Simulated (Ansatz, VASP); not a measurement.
**CuO in VASP and in Ansatz**

INCAR

```
SYSTEM = CuO
PREC = Accurate
ENCUT = 520
EDIFF = 1E-7
ISMEAR = -1
SIGMA = 0.05
LREAL = .False.
LASPH = .True.
NELM = 60
ALGO = Normal
ISIF = 2
LWAVE = .False.
LCHARG = .False.
GGA = RP
NBANDS = 25
```

KPOINTS

```
regular mesh
0
Gamma
  10 10 5
  0 0 0
```

File POSCAR:

```
CuO
1.0
    2.3129614193     -1.6902429297      0.0000000000
    2.3129614193      1.6902429297      0.0000000000
   -0.8489194314      0.0000000000      4.9910602940
Cu O
2 2
Direct
    0.0032000000      0.4968000000      0.0000000000
    0.4968000000      0.0032000000      0.5000000000
    0.5714000000      0.4056000000      0.2537000000
    0.4056000000      0.5714000000      0.7537000000
```

input.yaml

```yaml
crystal:
  lattice:
    - [2.3129614193, -1.6902429297, 0.0]
    - [2.3129614193, 1.6902429297, 0.0]
    - [-0.8489194314, 0.0, 4.991060294]
  atoms:
    - { symbol: Cu, position: [0.0032, 0.4968, 0.0] }
    - { symbol: Cu, position: [0.4968, 0.0032, 0.5] }
    - { symbol: O, position: [0.5714, 0.4056, 0.2537] }
    - { symbol: O, position: [0.4056, 0.5714, 0.7537] }
hamiltonian:
  xc: rpbe
  pseudopotentials: { kind: paw }
kpoints:
  mp_grid: { grid: [10, 10, 5] }
scf:
  occupations: { method: fermi_dirac, width: 0.05 }
output:
  forces: true
  stress: true
  eigenvalues: true
  write_density: true
  write_potential: true
  elf: true
  volumetric_format: npy
```

Alike in both runs: task single point; functional RPBE; k mesh 10 × 10 × 5; occupations fermi-dirac, width 0.05 eV; no spin polarisation.

|  | VASP | Ansatz |
| --- | --- | --- |
| version | VASP 6.6.1 | Ansatz 0.2.0 |
| potentials or method | VASP PAW PBE potentials, release 64 (Cu, O) | Ansatz PAW |
| plane-wave cutoff (eV) | 520 | 420 |
| valence electrons in the cell | 34 | 50 |

VASP gave:

- gap on the k mesh at the Fermi level (eV): none
- pressure (GPa): 20.7
- largest component of the traceless stress (GPa): 3.56
- rms of the force components (eV/Å): 0.514

Question: Estimate Ansatz's values.

Answer: gap on the k mesh at the Fermi level (eV): none; pressure (GPa): 19.9; largest component of the traceless stress (GPa): 3.44; rms of the force components (eV/Å): 0.500.

Atom by atom the forces differ by 0.025 eV/Å (rms over components). A gap of «none» marks a metal or a gap that the smearing closes. The two sets of potentials don't hold the same shells in valence.

Caveats: the run has no spin polarisation, though such a crystal can be magnetic; semilocal functionals often make such compounds metallic where correlation or magnetic order opens a gap, which also shifts bond lengths; so large a pressure means that the cell lies far from this level's equilibrium, or that cutoff or potentials fall short (VASP); the potentials were made for another functional, which shifts forces and pressure (VASP); the pressure holds a Pulay correction of +0.7 GPa for the finite cutoff (Ansatz); the PAW data sets come from PBE, with cores solved anew for the run's functional, which leaves a small shift of forces and pressure (Ansatz).
